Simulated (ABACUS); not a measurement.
## CdO (Monteponite) under changes of volume

One of the cells (12.970 Å³/atom); the others are scaled copies at fixed shape and fractional positions:

```
Cd O
1.0
     0.00000    2.34950    2.34950
     2.34950    0.00000    2.34950
     2.34950    2.34950    0.00000
Cd O
1 1
Cartesian
  0.0000 0.0000 0.0000
  2.3495 2.3495 2.3495
```

- Program: ABACUS 3.10.1
- Functional: BP86
- Potentials or basis: SG15 ONCV 1.2 PBE
- Cutoff: 1401 eV
- Density cutoff: 5606 eV
- Basis: plane waves
- k mesh: 8 × 8 × 8
- Occupations: fermi-dirac, width 0.05 eV
- Spin: no spin polarisation

| volume (Å³/atom) | energy over the lowest point (meV/atom) | pressure (GPa) |
| --- | --- | --- |
| 12.191 | 60.45 | 16.4 |
| 12.451 | 36.95 | 12.3 |
| 12.710 | 19.88 | 8.7 |
| 12.970 | ? | ? |
| 13.229 | 1.97 | 2.5 |
| 13.488 | 0.00 | -0.1 |
| 13.748 | 1.99 | -2.4 |

Question: What does the run at 12.970 Å³/atom give?

Answer: Energy over the lowest point 8.42 meV/atom; pressure 5.4 GPa.

Worked out: A Birch-Murnaghan fit of order 3 (a polynomial in V^(-2/3)) to the other rows has its minimum at 13.48 Å³/atom with B0 = V·E''(V) = 128 GPa and B' = 5.1. It gives 8.40 meV/atom at 12.970 Å³/atom, against the run's 8.42, and -dE/dV = 5.5 GPa, against 5.4.

Energies are extrapolated to zero smearing.

Caveats: the potentials were made for another functional, which shifts forces and pressure.
